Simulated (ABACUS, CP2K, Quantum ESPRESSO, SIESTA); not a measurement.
## PbS: bulk modulus by level of theory

Symmetry: Fm-3m, No. 225, cubic system. Conventional cell: a = 5.931 Å, b = 5.931 Å, c = 5.931 Å, α = 90.00°, β = 90.00°, γ = 90.00°. Pb (site symmetry m-3m) is surrounded by 6 S at 2.97 Å. Around S (site symmetry m-3m) lie 6 Pb at 2.97 Å.

| rung | level | program and potentials | cutoff (eV) | k mesh | smearing | core time | chip | bulk modulus (GPa) | miss | notes |
| --- | --- | --- | --- | --- | --- | --- | --- | --- | --- | --- |
| GGA | PBEsol | CP2K, POTENTIAL_UZH Pb GTH-PBE-q4, S GTH-PBE-q6; TZVP-MOLOPT-PBE-GTH basis | - | 8 × 8 × 8 | fermi-dirac 0.05 | 79 s | Arm Neoverse V2 | 56.8 | +11.4 % | atomic basis; potentials made for PBE |
| GGA | RGE2 | Quantum ESPRESSO, PseudoDojo 0.4.1 SR PBE standard | 762 | 8 × 8 × 8 | fermi-dirac 0.05 | 1.8 min | AMD EPYC 7B13 Zen 3 | 55.9 | +9.6 % | potentials made for PBE |
| meta-GGA | r2SCAN | CP2K, POTENTIAL_UZH Pb GTH-SCAN-q4, S GTH-SCAN-q6; TZVP-MOLOPT-SCAN-GTH basis | - | 8 × 8 × 8 | fermi-dirac 0.01 | 2.3 min | AMD EPYC 9R45 Zen 5 | 57.5 | +12.7 % | atomic basis |
| GGA | PBEsol | SIESTA, files PseudoDojo sr-pbesol-0.4.1-standard, DZP (energy shift 0.003 Ry; two zetas on semicore shells) | - | 8 × 8 × 8 | fermi-dirac 0.05 | 2.6 min | Intel Xeon 6975P-C Granite Rapids | 58.8 | +15.3 % | atomic basis |
| GGA | PBE | SIESTA, files PseudoDojo sr-pbe-0.4.1-standard, DZP (energy shift 0.003 Ry; two zetas on semicore shells) | - | 8 × 8 × 8 | fermi-dirac 0.05 | 2.8 min | Intel Xeon 6975P-C Granite Rapids | 53.0 | +3.9 % | atomic basis |
| GGA | PBE | ABACUS, PseudoDojo NC SR 0.4.1 PBE standard, plane waves | 857 | 8 × 8 × 8 | fermi-dirac 0.05 | 3.2 min | Intel Xeon Platinum 8559C Emerald Rapids | 53.0 | +3.9 % | - |
| GGA | PBEsol | ABACUS, PseudoDojo NC SR 0.4.1 PBEsol standard, plane waves | 857 | 8 × 8 × 8 | fermi-dirac 0.05 | 6 min | Intel Xeon Platinum 8259CL Skylake/Cascade Lake | (a) | ? | - |

Times are single runs on shared hosts and different chips, so they are rough; meshes, cutoffs and the tasks' sizes weigh on the time. Task: equation of state. All rows: no spin polarisation. Smearing widths are in eV. The cell comes from a database and isn't always the measured one. Meshes are those of the run's cell of 2 atoms unless a note names another. Misses use the values as printed. Runs on faulty files, with rough fits or with known faults for this quantity aren't shown. No row holds spin-orbit coupling.

Measured: 51 GPa (arxiv:cond-mat/0210013). The runs are for a static lattice.

Task: Estimate the value left out from the other rows.

Result: (a) 59.3 GPa, miss +16.3 %.
